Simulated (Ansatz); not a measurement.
**WS2: all-electron results**

```yaml
crystal:
  lattice:
    - [3.21100, 0.00000, 0.00000]
    - [-1.60550, 2.78081, 0.00000]
    - [0.00000, 0.00000, 7.07082]
  atoms:
    - { symbol: W, position: [0.00000, 0.00000, 0.00000] }
    - { symbol: S, position: [0.33333, 0.66667, 0.22301] }
    - { symbol: S, position: [0.66667, 0.33333, 0.77699] }
```

Atoms are numbered in the order listed.

The cell was built from the CdI2 type and relaxed in the same program, and has space group P-3m1; it needn't be a known or the stable phase.

Spin–orbit coupling is left out, though it moves levels of the heavy atoms by tenths of an eV or more.

All numbers are computed: DFT, PBE, all-electron LAPW, scalar-relativistic (Ansatz 0.2.0); DFT, PBE, PAW with Ansatz's default frozen-core files, scalar-relativistic (Ansatz 0.2.0).

For LAPW: a Γ-centred 11×11×6 k mesh, Fermi–Dirac smearing of 0.05 eV, basis error target 1 meV/atom, no spin polarisation. PAW takes a cutoff of 420 eV at this cell. The Ansatz runs share mesh, smearing and spin set-up. Values come from LAPW unless marked.

```
Bader charges (from the PAW run) : W1 +1.46, S2 -0.73 e
Band gap                         : none: bands cross the Fermi level, a metal
Pressure at this cell            : 0.07 GPa
Volume per atom                  : 21.05 Å³
```

Question: Give the computed value. Density of states at the Fermi level (0.2 eV bin).

Answer: 1.13 states/eV per cell.

Question: Löwdin charges (with 0.22 e of the cell spilling out of the atomic basis, so their sizes and signs hang on that basis): what does the calculation give?

Answer: W1 0.53, S2 -0.15 e.

Question: Predict this quantity. Largest force.

Answer: 0.006 eV/Å on S2.
